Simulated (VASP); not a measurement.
**AgCl (strained CsCl): one PBE single-point calculation in two programs**

```xyz
2
Lattice="3.3433 0.0000 0.0000 0.0000 3.3433 0.0000 0.0000 0.0000 3.4372" Properties=species:S:1:pos:R:3 pbc="T T T"
Ag    0.0000    0.0000    0.0000
Cl    1.6716    1.6716    1.7186
```

The two codes use different PAW datasets and cutoffs. VASP's cell holds 18 valence electrons and Ansatz's 26. Ansatz's stress includes a Pulay correction; VASP's doesn't.

Cutoffs: 520 eV in VASP, 420 eV in Ansatz. k meshes: 8×8×8 and 8×8×8.

|  | VASP | Ansatz |
| --- | --- | --- |
| gap between bands v and c | 0.56 eV | 0.56 eV |
| least direct gap | 2.17 eV | 2.17 eV |
| pressure | 2.6 GPa | 2.7 GPa |

Band v is the last that the valence electrons fill when counted band by band, and c is the next. Levels in eV from the top of v, Ansatz:

```csv
point,v−1,v,c,c+1
Γ,-1.60,-1.60,0.56,9.16
X,-0.06,-0.02,4.83,5.77
M,-1.56,-1.13,2.91,9.01
R,-0.22,-0.16,4.56,4.56
```

VASP:

```
point    v−1      v     c   c+1
    Γ  -1.60  -1.60  0.56  9.27
    X  -0.06  -0.02  4.84  5.77
    M  -1.56  -1.13  2.92  9.00
    R  -0.22  -0.16  4.58  4.58
```
